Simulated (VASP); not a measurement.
Wanted: the native input for a VASP 6.6.1 run.

| Item | Value |
| --- | --- |
| Task | single point |
| Functional | PBE |
| Potentials or basis | VASP PAW PBE potentials, release 64 (Ga_d, As) |
| Cutoff | 520 eV |
| k mesh | 6 × 6 × 6 |
| Occupations | gaussian, width 0.1 eV |
| Spin | no spin polarisation |
| Dipole correction | no |
| Further INCAR settings | ALGO = Fast; EDIFF = 1e-07; NBANDS = 16 |

The structure of GaAs lies in POSCAR:

```
GaAs
1.0
    0.0000000000      2.8750910800      2.8750910800
    2.8750910800      0.0000000000      2.8750910800
    2.8750910800      2.8750910800      0.0000000000
Ga As
1 1
Direct
    0.0000000000      0.0000000000      0.0000000000
    0.2500000000      0.2500000000      0.2500000000
```

The cell is a database's computed one.

One way to write it, as run:

INCAR

```
SYSTEM = GaAs
ALGO = Fast
EDIFF = 1E-7
ENCUT = 520
GGA = PE
ISIF = 2
ISMEAR = 0
LASPH = .TRUE.
LCHARG = .FALSE.
LREAL = .FALSE.
LWAVE = .FALSE.
NBANDS = 16
NELM = 80
PREC = Accurate
SIGMA = 0.1
```

KPOINTS

```
k-points
0
G
  6 6 6
  0 0 0
```

Potentials or basis: VASP PAW PBE potentials, release 64 (Ga_d, As).

Command:

```sh
$ cat potpaw_PBE.64/Ga_d/POTCAR potpaw_PBE.64/As/POTCAR > POTCAR
$ mpirun -np 1 vasp_std > vasp.out
```

It gave:

```yaml
Pressure: 0.0 GPa
Band_gap_on_the_k_mesh: 0.14 eV, direct
```

Wall time 14 s on 1 thread of AMD EPYC 7R13 Processor (Zen 3), on a shared host, peak memory 0.13 GiB.
